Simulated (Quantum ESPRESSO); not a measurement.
## WC in Quantum ESPRESSO: the effect of functional

WC:

```xyz
2
Lattice="0.0000 2.1927 2.1927 2.1927 0.0000 2.1927 2.1927 2.1927 0.0000" Properties=species:S:1:pos:R:3 pbc="T T T"
W     0.0000    0.0000    0.0000
C     2.1927    2.1927    2.1927
```

Measurements of this composition are mostly on another form, of space group No. 187.

Alike in all runs:

- Program: Quantum ESPRESSO 7.5
- Task: phonons
- Cutoff: 762 eV
- Density cutoff: 6095 eV
- k mesh: 7 × 7 × 7
- Occupations: cold, width 0.2 eV
- Spin: no spin polarisation

Each run relaxes the cell or the atoms first.

Q: One run gave: relaxed volume 10.12 Å³/atom; highest phonon frequency 442 cm⁻¹. Which functional did it use?
A. revPBE
B. LDA
C. PBE
D. vdW-DF-cx
E. PBEsol

A: B.

```csv
functional,potentials or basis,relaxed volume (Å³/atom),highest phonon frequency (cm⁻¹)
LDA,GBRV 1.5 LDA,10.12,442
PBE,GBRV 1.5 PBE,10.51,406
PBEsol,GBRV 1.5 PBEsol,10.27,435
PW91,GBRV 1.5 PBE,10.54,400
revPBE,GBRV 1.5 PBE,10.58,397
RPBE,GBRV 1.5 PBE,10.60,394
vdW-DF-cx,GBRV 1.5 PBE,10.34,432
```

Caveats: the mesh is thin for the phonons of a metal; the potentials were made for another functional, which shifts forces and pressure (some runs).
